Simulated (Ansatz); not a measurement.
Crystal: ZnSe (Stilleite).

```
Se Zn
1.0
     0.00000    2.83380    2.83380
     2.83380    0.00000    2.83380
     2.83380    2.83380    0.00000
Se Zn
1 1
Direct
  0.75000 0.75000 0.75000
  0.00000 0.00000 0.00000
```

- Program: Ansatz 0.2.0
- Task: relaxation of cell and atoms
- Functional: BLYP
- Potentials or basis: Ansatz PAW
- Cutoff: 420 eV (not typed: the program's choice for these potentials)
- k mesh: 8 × 8 × 8
- Occupations: fermi-dirac, width 0.05 eV
- Spin: no spin polarisation

At the start: volume 22.76 Å³/atom.

Problem. How do energy, volume and symmetry change on relaxing?

Solution. It ends after 5 steps and the volume is 24.94 Å³/atom (+9.6 %); space group F-43m (No. 216, to 0.05 Å).

The path:
```
step  energy change (eV)  largest force (eV/Å)  volume (Å³)
   1              0.0000                0.0000        45.51
   2             -0.0626                0.0000        48.58
   3             -0.0677                0.0000        49.69
   4             -0.0678                0.0000        49.89
   5             -0.0688                0.0000        49.89
```

Final structure:
```
Se Zn
1.0
     0.00000    2.92178    2.92178
     2.92178    0.00000    2.92178
     2.92178    2.92178    0.00000
Se Zn
1 1
Cartesian
  4.3827 4.3827 4.3827
  0.0000 0.0000 0.0000
```

Caveat: the plane-wave basis is chosen anew once the cell has moved, so the energies of steps on either side of that aren't comparable; the PAW data sets come from PBE, with cores solved anew for the run's functional, which leaves a small shift of forces and pressure.
